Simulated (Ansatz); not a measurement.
**A Si vacancy next to a Si vacancy in diamond Si, 62 atoms, charge +2**

All numbers come from Ansatz (PAW, plane waves, no spin–orbit coupling) at the single k point (¼, ¼, ¼) without its symmetry partners. The atoms were relaxed with PBEsol in a fixed cell; other functionals are single points on those atoms unless said otherwise. The valence top and gap of the host come from its small cell on a dense mesh, with the band extrema sought between the mesh points, lined up by the mean potential, PBEsol gap 0.46 eV, r²SCAN gap 0.76 eV. The charge correction uses an assumed dielectric constant of 11.7.

Cell: a = 10.866 Å, b = 10.866 Å, c = 10.866 Å, α = 90.00°, β = 90.00°, γ = 90.00°.

Nearest atoms after relaxation, from the placed atom (for vacancies from the middle of the vacant sites): Si at 2.91 Å, Si at 2.91 Å, Si at 2.91 Å, Si at 2.93 Å, Si at 2.93 Å, Si at 2.94 Å.

Chemical potentials μ are those of reference phases of the elements at zero temperature by the same functional (the usual solids, diamond for C, grey Sn, and the molecules H2, N2, O2, F2, Cl2, Br2 and S8).

```csv
functional,E(defect) − E(host) − Σ nμ + q·E_VBM (eV),monopole (eV),alignment (eV),formation energy at E_F = VBM (eV),moment (μB),"wall time, shared host"
PBEsol,5.22,0.64,-0.71,5.15,0.0,12 s on NVIDIA H100 (relaxation)
```

Estimate the formation energy and moment that r²SCAN gives on these atoms.

5.44 eV at E_F = VBM (5.51 eV before the monopole term 0.64 eV and the alignment -0.71 eV), moment 0.0 μB.

How does the monopole term follow by hand for this cubic cell?

q²·α·e²/(4πε₀)/(2εL) with the Madelung constant α = 2.837 and e²/4πε₀ = 14.40 eV·Å: 4 × 2.837 × 14.40 / (2 × 11.7 × 10.866) = 0.64 eV.

r²SCAN one-electron levels near the gap (the ten most localised at most), from the host's valence top, not corrected for the charge's images:

| level (eV) | spin | filling | atoms sharing it | element of the atom with most weight |
| --- | --- | --- | --- | --- |
| 0.56 | up | 0.00 | 14.2 | Si |
| 0.56 | down | 0.00 | 14.2 | Si |
| 0.57 | up | 0.00 | 14.4 | Si |
| 0.57 | down | 0.00 | 14.4 | Si |
| 0.70 | up | 0.00 | 17.9 | Si |
| 0.70 | down | 0.00 | 17.9 | Si |
| 0.70 | up | 0.00 | 18.1 | Si |
| 0.70 | down | 0.00 | 18.1 | Si |

One k point and a cell of this size can leave errors of several tenths of an eV in such numbers.

Forming the doubly positive divacancy costs 5.15 eV with PBEsol and 5.44 eV with r²SCAN at the valence-band top. The cost is mainly that of breaking the bonds around two adjacent missing atoms, which leaves six dangling hybrids that rebonding can only partly compensate. In the textbook picture, these hybrids combine into two lower singlets and two higher doublets. Removing two electrons from the neutral centre leaves the singlets filled and the doublets empty, which accounts for the zero moment and removes the electronic drive for a Jahn–Teller distortion. The narrow spread of the listed distances, 2.91 to 2.94 Å, fits this picture.

The empty, nearly paired levels resemble the expected doublets, but they lie high in the gap, close to the conduction band, and are spread over many atoms, so that assignment remains tentative. Because the formation energy of a positive centre rises with the Fermi level, this charge state is favoured most in p-type material, but whether it is ever the ground state cannot be decided without the neutral and singly positive states.
